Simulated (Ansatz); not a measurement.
Molecular dynamics on a 2×2×2 supercell (16 atoms) of AgCl (Fm-3m), relaxed with r2SCAN. Forces come from PBEsol in the PAW code Ansatz: a Langevin thermostat at fixed volume, 200 K, steps of 2 fs. Spin polarisation is off, nuclei are classical, and the run is far too short for thermal averages.

```yaml
crystal:
  lattice:
    - [0.0, 5.5463451273, 5.5463451273]
    - [5.5463451273, 0.0, 5.5463451273]
    - [5.5463451273, 5.5463451273, 0.0]
  atoms:
    - { symbol: Ag, position: [0.0, 0.0, 0.0] }
    - { symbol: Cl, position: [0.25, 0.25, 0.25] }
    - { symbol: Ag, position: [0.0, 0.0, 0.5] }
    - { symbol: Cl, position: [0.25, 0.25, 0.75] }
    - { symbol: Ag, position: [0.0, 0.5, 0.0] }
    - { symbol: Cl, position: [0.25, 0.75, 0.25] }
    - { symbol: Ag, position: [0.0, 0.5, 0.5] }
    - { symbol: Cl, position: [0.25, 0.75, 0.75] }
    - { symbol: Ag, position: [0.5, 0.0, 0.0] }
    - { symbol: Cl, position: [0.75, 0.25, 0.25] }
    - { symbol: Ag, position: [0.5, 0.0, 0.5] }
    - { symbol: Cl, position: [0.75, 0.25, 0.75] }
    - { symbol: Ag, position: [0.5, 0.5, 0.0] }
    - { symbol: Cl, position: [0.75, 0.75, 0.25] }
    - { symbol: Ag, position: [0.5, 0.5, 0.5] }
    - { symbol: Cl, position: [0.75, 0.75, 0.75] }
kpoints:
  mp_grid: { grid: [2, 2, 2] }
hamiltonian:
  xc: pbesol
scf:
  occupations: { method: fermi_dirac, width: 0.02 }
md:
  ensemble: nvt_langevin
  temperature: 200
  timestep: 2.0
  n_steps: 20
  initial_velocities: maxwell_boltzmann
  seed: 19
```

Command: `ansatz run input.yaml --threads 4 --pin off --max-ram 3686MiB --backend cpu --events-out ev --progress --plain --runs-dir out`. Wall time 85 s on 4 threads of Arm Neoverse V1, on a shared host; peak host memory 1.3 GiB.

```
step  t (fs)  T (K)  free energy F from step 0 (meV/atom)  kinetic energy (meV/atom)  largest force (eV/Å)
   0       0    188                                   0.0                       24.2                  0.00
   1       2    177                                   0.0                       22.8                  0.02
   2       4    175                                   0.1                       22.6                  0.04
   3       6    191                                   0.2                       24.7                  0.07
   4       8    199                                   0.4                       25.7                  0.09
   5      10    194                                   0.7                       25.1                  0.12
   6      12    199                                   1.0                       25.7                  0.15
   7      14    188                                   1.4                       24.3                  0.17
   8      16    179                                   1.8                       23.2                  0.20
   9      18    189                                   2.3                       24.5                  0.23
  10      20    196                                   2.9                       25.3                  0.25
  11      22    193                                   3.4                       25.0                  0.27
  12      24    198                                   3.9                       25.5                  0.29
  13      26    203                                   4.5                       26.2                  0.31
  14      28    185                                   5.1                       23.9                  0.33
  15      30    191                                   5.7                       24.6                  0.34
  16      32    196                                   6.2                       25.4                  0.36
  17      34    188                                   6.8                       24.4                  0.38
  18      36    169                                   7.3                       21.8                  0.39
  19      38    175                                   7.7                       22.7                  0.40
  20      40    160                                   8.1                       20.7                  0.41
```

The temperature goes from 188 K to 160 K in 40 fs. By the last step the atoms have moved 0.10 Å in the root mean square, the drift of the whole cell taken out, 0.18 Å at most.

Positions (Å) and forces (eV/Å) at step 20:
```
Ag   0.045   0.028   0.018    -0.007  -0.114  -0.094
Cl   2.919   2.878   2.711    -0.349  -0.005   0.125
Ag   2.792   2.727  -0.047    -0.031   0.130   0.033
Cl   5.551   5.618   2.680    -0.046   0.151   0.079
Ag   2.650   0.078   2.739     0.221  -0.015   0.038
Cl   5.532   2.778   5.488     0.040   0.218   0.174
Ag   5.533   2.756   2.774     0.067  -0.001   0.050
Cl   8.368   5.583   5.492    -0.158  -0.189  -0.104
Ag  -0.047   2.754   2.776     0.047   0.161   0.038
Cl   2.826   5.612   5.567     0.048  -0.233   0.089
Ag   2.788   5.602   2.784    -0.052  -0.090  -0.023
Cl   5.508   8.258   5.671     0.186  -0.020  -0.361
Ag   2.770   2.645   5.556    -0.046   0.221  -0.073
Cl   5.618   5.570   8.434    -0.097  -0.383  -0.074
Ag   5.564   5.486   5.505     0.017   0.040   0.091
Cl   8.239   8.302   8.300     0.161   0.130   0.012
```
